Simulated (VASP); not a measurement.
# Si (Imma) in VASP: notebook

The runs below take Si through single point, with LDA.

Everything below comes from runs of VASP 6.6.1. Logs are shortened: lines on timing, memory, paths and dates and some standing lists are left out, and cuts for length are marked.

**1. Starting point**

Symmetry: Imma, No. 74, orthorhombic system. Conventional cell: a = 3.440 Å, b = 4.195 Å, c = 4.865 Å, α = 90.00°, β = 90.00°, γ = 90.00°. Around Si (site symmetry mm2) lie 4 Si at 2.26 to 2.31 Å.

This isn't the form of Si at room conditions, which is diamond.

**2. Single point, LDA**

Contents of INCAR:

```
SYSTEM = Si
  PREC = Accurate
  ENCUT = 520
  EDIFF = 1E-7
  ISMEAR = 0
  SIGMA = 0.1
  LREAL = .False.
  LASPH = .True.
  NELM = 100
  ALGO = Fast
  ISIF = 2
  LWAVE = .False.
  LCHARG = .True.
  LELF = .True.
  LVHAR = .True.
  NBANDS = 16
```

Contents of KPOINTS:

```
Automatic mesh
0
Gamma
  12 10 10
  0 0 0
```

Contents of POSCAR:

```
Si
1.0
    3.4403964115      0.0000000000      0.0000000000
    0.0000000000      4.8654552651      0.0000000000
    0.0000000000      0.0000000000      4.1951761437
Si
4
Direct
    0.0000000000      0.0253188533      0.0000000000
    0.5000000000      0.5253188533      0.5000000000
    0.0000000000      0.2246811467      0.5000000000
    0.5000000000      0.7246811467      0.0000000000
```

Potentials or basis: VASP PAW LDA potentials, release 64 (Si).

On the command line:

```
$ cat potpaw_LDA.64/Si/POTCAR > POTCAR
$ mpirun -np 1 vasp_std > vasp.out
```

OUTCAR:

```text
SYSTEM = Si
   PREC = Accurate
   ENCUT = 520
   EDIFF = 1E-7
   ISMEAR = 0
   LREAL = .False.
   LASPH = .True.
   NELM = 100
   ISIF = 2

 ion  position               nearest neighbor table
   1  0.000  0.025  0.000-   4 2.26   4 2.26   3 2.31   3 2.31
   2  0.500  0.525  0.500-   3 2.26   3 2.26   4 2.31   4 2.31
   3  0.000  0.225  0.500-   2 2.26   2 2.26   1 2.31   1 2.31
   4  0.500  0.725  0.000-   1 2.26   1 2.26   2 2.31   2 2.31

  LATTYP: Found a simple orthorhombic cell.
 ALAT       =     3.4403964115
 B/A-ratio  =     1.2193874315
 C/A-ratio  =     1.4142135624

  Lattice vectors:

 A1 = (  -3.4403964115,   0.0000000000,   0.0000000000)
 A2 = (   0.0000000000,   0.0000000000,   4.1951761437)
 A3 = (   0.0000000000,   4.8654552651,   0.0000000000)

Analysis of symmetry for initial positions (statically):
=====================================================================
 Subroutine PRICEL returns following result:

  LATTYP: Found a body centered orthorhombic cell.
 ALAT       =     3.4403964115
 B/A-ratio  =     1.2193874315
 C/A-ratio  =     1.4142135624

  Lattice vectors:

 A1 = (   1.7201982058,   2.4327276325,   2.0975880719)
 A2 = (  -1.7201982058,   2.4327276325,  -2.0975880719)
 A3 = (  -1.7201982058,  -2.4327276325,   2.0975880719)

   2 primitive cells build up your supercell.

 Routine SETGRP: Setting up the symmetry group for a
 simple orthorhombic supercell.

 Subroutine GETGRP returns: Found  8 space group operations
 (whereof  4 operations were pure point group operations)
 out of a pool of  8 trial point group operations.

The static configuration has the point symmetry C_2v.
 The point group associated with its full space group is D_2h.

Analysis of symmetry for dynamics (positions and initial velocities):
=====================================================================
 Subroutine PRICEL returns following result:

  LATTYP: Found a body centered orthorhombic cell.
 ALAT       =     3.4403964115
 B/A-ratio  =     1.2193874315
 C/A-ratio  =     1.4142135624

  Lattice vectors:

 A1 = (   1.7201982058,   2.4327276325,   2.0975880719)
 A2 = (  -1.7201982058,   2.4327276325,  -2.0975880719)
 A3 = (  -1.7201982058,  -2.4327276325,   2.0975880719)

   2 primitive cells build up your supercell.

 Routine SETGRP: Setting up the symmetry group for a
 simple orthorhombic supercell.

 Subroutine GETGRP returns: Found  8 space group operations
 (whereof  4 operations were pure point group operations)
 out of a pool of  8 trial point group operations.

The dynamic configuration has the point symmetry C_2v.
 The point group associated with its full space group is D_2h.

 Subroutine INISYM returns: Found  8 space group operations
 (whereof  4 operations are pure point group operations),
 and found     2 'primitive' translations

----------------------------------------------------------------------------------------

                                     Primitive cell

  volume of cell :      35.1117

  direct lattice vectors                    reciprocal lattice vectors
     1.720198206  2.432727633  2.097588072    -0.000000000  0.205530612  0.238369014
    -1.720198206  2.432727633 -2.097588072    -0.290664179  0.205530612  0.000000000
    -1.720198206 -2.432727633  2.097588072    -0.290664179  0.000000000  0.238369014

  length of vectors
     3.643778440  3.643778440  3.643778440     0.314742147  0.355989463  0.375906174

  position of ions in fractional coordinates (direct lattice)
     0.025318853  0.025318853  0.000000000
     0.724681147  0.224681147  0.500000000

  ion indices of the primitive-cell ions
   primitive index   ion index
                 1           1
                 2           3

----------------------------------------------------------------------------------------

 KPOINTS: Automatic mesh

Automatic generation of k-mesh.
 Grid dimensions read from file:
 generate k-points for:   12   10   10

 Generating k-lattice:

  Cartesian coordinates                     Fractional coordinates (reciprocal lattice)
     0.024222015  0.000000000  0.000000000     0.083333333  0.000000000  0.000000000
     0.000000000  0.020553061  0.000000000     0.000000000  0.100000000  0.000000000
     0.000000000  0.000000000  0.023836901     0.000000000  0.000000000  0.100000000

  Length of vectors
     0.024222015  0.020553061  0.023836901

  Shift w.r.t. Gamma in fractional coordinates (k-lattice)
     0.000000000  0.000000000  0.000000000

 Subroutine IBZKPT returns following result:
 ===========================================

 Found    252 irreducible k-points:

 Following reciprocal coordinates:
            Coordinates               Weight
  0.000000  0.000000  0.000000      1.000000
  0.083333  0.000000  0.000000      2.000000
  0.166667  0.000000  0.000000      2.000000
  0.250000  0.000000  0.000000      2.000000
  0.333333  0.000000  0.000000      2.000000
  0.416667  0.000000  0.000000      2.000000
[... 16 lines left out ...]
  0.083333  0.300000  0.000000      4.000000
  0.166667  0.300000  0.000000      4.000000
 [... further k-points ...]
   k-points           NKPTS =    252   k-points in BZ     NKDIM =    252   number of bands    NBANDS=     16
   number of dos      NEDOS =    301   number of ions     NIONS =      4
   total plane-waves  NPLWV =  32256
   dimension x,y,z NGX =    28 NGY =   36 NGZ =   32
   dimension x,y,z NGXF=    56 NGYF=   72 NGZF=   64
   ions per type =               4
   NGX,Y,Z   is equivalent  to a cutoff of  13.53, 12.30, 12.68 a.u.
   NGXF,Y,Z  is equivalent  to a cutoff of  27.06, 24.60, 25.36 a.u.
 SYSTEM =  Si
   PREC   = accura    normal or accurate (medium, high low for compatibility)
   ISTART =      0    job   : 0-new  1-cont  2-samecut
   ICHARG =      2    charge: 1-file 2-atom 10-const
   ISPIN  =      1    spin polarized calculation?
   LNONCOLLINEAR =      F non collinear calculations
   LSORBIT =      F    spin-orbit coupling
   LASPH  =      T    aspherical Exc in radial PAW
   ENCUT  =  520.0 eV  38.22 Ry    6.18 a.u.   6.40  9.05  7.80*2*pi/ulx,y,z
   NELM   =    100;   NELMIN=  2; NELMDL= -5     # of ELM steps
   EDIFF  = 0.1E-06   stopping-criterion for ELM
   LREAL  =      F    real-space projection
   EDIFFG = 0.1E-05   stopping-criterion for IOM
   NSW    =      0    number of steps for IOM
   IBRION =     -1    ionic relax: 0-MD 1-quasi-New 2-CG
   NFREE  =      0    steps in history (QN), initial steepest desc. (CG)
   ISIF   =      2    stress and relaxation
   ISYM   =      2    0-nonsym 1-usesym 2-fastsym
   POTIM  = 0.5000    time-step for ionic-motion
   TEBEG  =    0.0;   TEEND  =   0.0 temperature during run
   PSTRESS=    0.0 pullay stress
   NELECT =      16.0000    total number of electrons
   NUPDOWN=      -1.0000    fix difference up-down
   EMIN   =  10.00;   EMAX   =-10.00  energy-range for DOS
   EFERMI =   0.00;   METHOD = LEGACY
   ISMEAR =     0;   SIGMA  =   0.10  broadening in eV -4-tet -1-fermi 0-gaus
   EFERMI_NEDOS =   21; number of points for ismear=-14 and -15
   IALGO  =     68    algorithm
   IMIX   =      4    mixing-type and parameters
     AMIX     =   0.40;   BMIX     =  1.00
     AMIX_MAG =   1.60;   BMIX_MAG =  1.00
  volume/ion in A,a.u.               =      17.56       118.47
  Fermi-wavevector in a.u.,A,eV,Ry     =   0.999894  1.889526 13.602950  0.999789
  Thomas-Fermi vector in A             =   2.132215
   LORBIT       =      0    0 simple, 1 ext, 2 COOP (PROOUT), +10 PAW based schemes
   GGA     = CA    functional components
   LHFCALC =     F    Hartree Fock is set to
   AEXX    =    0.0000 exact exchange contribution
   IVDW    =     0    specifies the selected vdW correction
   LEPSILON=     F    determine dielectric tensor
   LRPA    =     F    only Hartree local field effects (RPA)
 non-spin polarized calculation
 RMM-DIIS sequential band-by-band and
 Gauss-broadening in eV      SIGMA  =   0.10
  energy-cutoff  :      520.00
  volume of cell :       70.22
 maximum number of plane-waves:      1918
 NGX is ok and might be reduce to    28
   NGX = 13   NGY = 19   NGZ = 15

 number of electron      15.9999999 magnetization

 Free energy of the ion-electron system (eV)
  ---------------------------------------------------
  ext. energy  EPLUGINS =         0.00000000
  ---------------------------------------------------
  free energy    TOTEN  =       -23.00087171 eV

  energy without entropy =      -22.99788595  energy(sigma->0) =      -22.99937883

 E-fermi :   7.0239     XC(G=0): -10.1746

 val. band max:        7.0049785832   @ k =   0.0833   0.3000   0.2000
 cond. band min:       7.0295455900   @ k =   0.0833   0.1000   0.3000
 fundamental gap:      0.0245670068
 Fermi energy:         7.0239409371

 k-point     1 :       0.0000    0.0000    0.0000
  band No.  band energies     occupation
      1      -5.6609      2.00000
      2      -0.9078      2.00000
      3      -0.2905      2.00000
      4       2.2900      2.00000
      5       5.2260      2.00000
      6       5.3869      2.00000
[... 8 lines left out ...]
     15      14.5403      0.00000
     16      15.7927      0.00000

 k-point     2 :       0.0833    0.0000    0.0000
  band No.  band energies     occupation
      1      -5.5814      2.00000
      2      -0.8268      2.00000
      3      -0.2872      2.00000
      4       2.3571      2.00000
      5       4.6042      2.00000
      6       5.4634      2.00000
[... 8 lines left out ...]
     15      14.0151      0.00000
     16      15.3285      0.00000

 k-point     3 :       0.1667    0.0000    0.0000
  band No.  band energies     occupation
      1      -5.3440      2.00000
      2      -0.5843      2.00000
      3      -0.3302      2.00000
      4       2.5565      2.00000
      5       3.5636      2.00000
      6       5.6918      2.00000
[... 8 lines left out ...]
     15      13.5608      0.00000
     16      15.7560      0.00000
[... 362 lines left out ...]
 k-point    23 :       0.0833    0.3000    0.0000
  band No.  band energies     occupation
      1      -5.0885      2.00000
      2      -2.9845      2.00000
      3       2.0136      2.00000
      4       2.8159      2.00000
      5       4.7224      2.00000
      6       4.9509      2.00000
[... 8 lines left out ...]
     15      14.7448      0.00000
     16      14.7597      0.00000

 k-point    24 :       0.1667    0.3000    0.0000
  band No.  band energies     occupation
      1      -4.8557      2.00000
      2      -2.7808      2.00000
      3       1.8743      2.00000
      4       3.0046      2.00000
      5       4.0380      2.00000
      6       4.7088      2.00000
[... 8 lines left out ...]
     15      13.7493      0.00000
     16      14.4013      0.00000

 [... further k-points ...]
[... 5 lines left out ...]
  --------------------------------------------------------------------------------------
  -------------------------------------------------------------------------------------
  Total        6.8138348      5.0192246      0.0014473      0.0000000      0.0000000      0.0000000
  in kB      155.4604821    114.5157019      0.0330203      0.0000000      0.0000000      0.0000000
  external PRESSURE =      90.0030681 kB  Pullay stress =       0.0000000 kB

 VOLUME and BASIS-vectors are now :
 -----------------------------------------------------------------------------
  energy-cutoff  :      520.00
  volume of cell :       70.22
      direct lattice vectors                 reciprocal lattice vectors
     3.440396412  0.000000000  0.000000000     0.290664179  0.000000000  0.000000000
     0.000000000  4.865455265  0.000000000     0.000000000  0.205530612  0.000000000
     0.000000000  0.000000000  4.195176144     0.000000000  0.000000000  0.238369014

 POSITION                                       TOTAL-FORCE (eV/Angst)
 -----------------------------------------------------------------------------------
      0.00000      0.12319      0.00000        -0.000000      0.005632      0.000000
      1.72020      2.55592      2.09759         0.000000      0.005632      0.000000
      0.00000      1.09318      2.09759        -0.000000     -0.005632      0.000000
      1.72020      3.52590      0.00000        -0.000000     -0.005632      0.000000
 -----------------------------------------------------------------------------------
    total drift:                               -0.000000      0.000000     -0.000000

  FREE ENERGIE OF THE ION-ELECTRON SYSTEM (eV)
  ---------------------------------------------------
  free  energy   TOTEN  =       -23.0008717107 eV

  energy  without entropy=      -22.9978859527  energy(sigma->0) =      -22.99937883
```

Wall time 2.1 min (1 thread of Intel Xeon 6975P-C (Granite Rapids), shared host); peak memory 0.3 GiB.

What came out:

```yaml
Free_energy: -23.0009 eV
Pressure: 9.0 GPa
Largest_force: 0.006 eV/Å
Band_gap_on_the_k_mesh: none (metal or under the smearing width)
```

Forces on the atoms (eV/Å):
```
Si   0.000  0.006  0.000
Si   0.000  0.006  0.000
Si   0.000 -0.006  0.000
Si   0.000 -0.006  0.000
```

Levels at points of the mesh, in eV from the Fermi level:
```csv
k point,band 6,band 7,band 8,band 9,band 10,band 11
"(0.00, 0.00, 0.00)",-1.64,-0.91,0.27,1.45,1.56,1.74
"(0.50, 0.00, 0.00)",-3.36,-2.58,-2.58,0.89,0.89,4.76
"(0.00, 0.50, 0.00)",-3.41,-0.66,-0.66,0.65,0.65,3.97
"(0.50, 0.50, 0.00)",-2.34,-1.00,-1.00,0.37,0.37,2.37
"(0.00, 0.00, 0.50)",-3.91,-0.39,-0.39,3.25,3.25,5.54
"(0.50, 0.00, 0.50)",-2.58,-2.58,-2.58,0.81,0.81,0.81
"(0.00, 0.50, 0.50)",-0.33,-0.13,-0.13,3.22,3.22,4.01
"(0.50, 0.50, 0.50)",-4.27,-4.27,-4.27,5.16,5.16,5.16
```

**3. Single point, LDA**

This run uses another cell than the first one, of 18.12 Å³/atom, 1.032 times its volume.

Contents of INCAR:

```
PREC = Accurate
ENCUT = 520
EDIFF = 1E-6
ISMEAR = 0
SIGMA = 0.1
LREAL = F
LASPH = T
NELM = 100
ALGO = Fast
ISIF = 2
LWAVE = F
LCHARG = F
NBANDS = 16
```

Contents of KPOINTS:

```
regular mesh
0
Gamma
  12 10 10
```

Contents of POSCAR:

```
Si
1.0
    3.4403964115      0.0000000000      0.0000000000
    0.0000000000      4.8654552651      0.0000000000
    0.0000000000      0.0000000000      4.3305869428
Si
4
Direct
    0.0000000000      0.0000000000      0.0000000000
    0.5000000000      0.5000000000      0.5000000000
    0.0000000000      0.2500000000      0.5000000000
    0.5000000000      0.7500000000      0.0000000000
```

Potentials or basis: VASP PAW LDA potentials, release 64 (Si).

On the command line:

```
$ cat potpaw_LDA.64/Si/POTCAR > POTCAR
$ mpirun -np 1 vasp_std > vasp.out
```

Run time: 2.1 min. Hardware: 1 thread of Intel Xeon 6975P-C (Granite Rapids), shared host; peak memory 0.3 GiB.

It converged, with:

- Free energy: -22.0107 eV
- Pressure: 14.7 GPa
- Largest force: 3.517 eV/Å
- Band gap on the k mesh: none (metal or under the smearing width)

Forces on the atoms (eV/Å):
```
Si   0.000  3.517  0.000
Si   0.000  3.517  0.000
Si   0.000 -3.517  0.000
Si   0.000 -3.517  0.000
```

Stress tensor (GPa, compression positive):
```
 42.41   0.00   0.00
  0.00  17.15   0.00
  0.00   0.00 -15.44
```

Levels at points of the mesh, in eV from the Fermi level:
| k point | band 6 | band 7 | band 8 | band 9 | band 10 | band 11 |
| --- | --- | --- | --- | --- | --- | --- |
| (0.00, 0.00, 0.00) | -0.99 | 0.05 | 0.09 | 0.20 | 1.00 | 1.32 |
| (0.50, 0.00, 0.00) | -3.14 | -2.18 | -2.18 | 1.42 | 1.42 | 4.15 |
| (0.00, 0.50, 0.00) | -3.25 | -1.28 | -1.28 | 1.22 | 1.22 | 3.66 |
| (0.50, 0.50, 0.00) | -1.82 | -1.54 | -1.54 | 0.32 | 0.32 | 1.77 |
| (0.00, 0.00, 0.50) | -3.86 | -1.15 | -1.15 | 2.76 | 2.76 | 5.52 |
| (0.50, 0.00, 0.50) | -2.49 | -2.49 | -2.49 | 0.95 | 0.95 | 0.95 |
| (0.00, 0.50, 0.50) | -1.00 | 0.18 | 0.18 | 2.83 | 2.83 | 3.24 |
| (0.50, 0.50, 0.50) | -4.06 | -4.06 | -4.06 | 5.14 | 5.14 | 5.14 |

Caveat: forces of over 1 eV/Å show positions far from the minimum, so gaps and moduli don't describe the material at rest.

**4. Single point, LDA**

Contents of INCAR:

```
PREC     = Accurate       # precision mode
ENCUT    = 520            # plane-wave cutoff, eV
EDIFF    = 1E-6           # SCF threshold, eV
ISMEAR   = 0              # smearing method
SIGMA    = 0.1            # smearing width, eV
LREAL    = F              # projectors in reciprocal space
LASPH    = T              # aspherical terms in the spheres
NELM     = 100            # most SCF steps
ALGO     = Fast           # electronic algorithm
ISIF     = 2              # what is computed and relaxed
LWAVE    = F              # write WAVECAR
LCHARG   = T              # write CHGCAR
GGA      = CA             # functional
LELF     = T              # ELF
LVHAR    = T            
NBANDS   = 16             # bands
```

Contents of KPOINTS:

```
Automatic mesh
0
Gamma
  12 10 10
```

Contents of POSCAR:

```
Si
1.0
    3.4403964115      0.0000000000      0.0000000000
    0.0000000000      4.8654552651      0.0000000000
    0.0000000000      0.0000000000      4.1951761437
Si
4
Direct
    0.0000000000      0.0253188533      0.0000000000
    0.5000000000      0.5253188533      0.5000000000
    0.0000000000      0.2246811467      0.5000000000
    0.5000000000      0.7246811467      0.0000000000
```

On the command line:

```
$ cat potpaw_LDA.64/Si/POTCAR > POTCAR
$ mpirun -np 1 vasp_std > vasp.out
```

Run time: 1.7 min. Hardware: 1 thread of Intel Xeon 6975P-C (Granite Rapids), shared host; peak memory 0.29 GiB.

Results (log left out):

* Free energy: -23.0009 eV
* Pressure: 9.0 GPa
* Largest force: 0.005 eV/Å
* Band gap on the k mesh: none (metal or under the smearing width)

Forces in eV/Å, atoms in the order of the input:
```
Si   0.000  0.005  0.000
Si   0.000  0.005  0.000
Si   0.000 -0.005  0.000
Si   0.000 -0.005  0.000
```

Stress tensor (GPa, compression positive):
```
15.55  0.00  0.00
 0.00 11.45  0.00
 0.00  0.00  0.00
```

Levels at points of the mesh, in eV from the Fermi level:
```csv
k point,band 5,band 6,band 7,band 8,band 9,band 10,band 11,band 12
"(0.00, 0.00, 0.00)",-1.80,-1.64,-0.91,0.27,1.45,1.56,1.74,2.16
"(0.50, 0.00, 0.00)",-3.36,-3.36,-2.58,-2.58,0.89,0.89,4.76,4.76
"(0.00, 0.50, 0.00)",-3.41,-3.41,-0.66,-0.66,0.65,0.65,3.97,3.97
"(0.50, 0.50, 0.00)",-2.34,-2.34,-1.00,-1.00,0.37,0.37,2.37,2.37
"(0.00, 0.00, 0.50)",-3.91,-3.91,-0.39,-0.39,3.25,3.25,5.54,5.54
"(0.50, 0.00, 0.50)",-2.58,-2.58,-2.58,-2.58,0.81,0.81,0.81,0.81
"(0.00, 0.50, 0.50)",-0.33,-0.33,-0.13,-0.13,3.22,3.22,4.01,4.01
"(0.50, 0.50, 0.50)",-4.27,-4.27,-4.27,-4.27,5.16,5.16,5.16,5.16
```

**5. Summary**

```csv
cell,further INCAR settings,gap on the mesh (eV),pressure (GPa),largest force (eV/Å)
"Imma, 17.56 Å³/atom",ALGO = Fast; EDIFF = 1e-07; NBANDS = 16,none,9.0,0.01
"Imma, 18.12 Å³/atom",ALGO = Fast; EDIFF = 1e-06; NBANDS = 16,none,14.7,3.52
"Imma, 17.56 Å³/atom",ALGO = Fast; EDIFF = 1e-06; NBANDS = 16,none,9.0,0.01
```

Alike in all rows: task single point; level LDA; potentials or basis VASP PAW LDA potentials, release 64 (Si); no spin polarisation; k mesh 12 × 10 × 10; cutoff (eV) 520; smearing gaussian 0.1 eV.

Every run on the cell as given and a fine mesh finds a metal.

Caveats: forces of over 1 eV/Å show positions far from the minimum, so gaps and moduli don't describe the material at rest (some runs).

Total energies depend on the potentials used, so only differences within one code and one set of settings carry meaning.
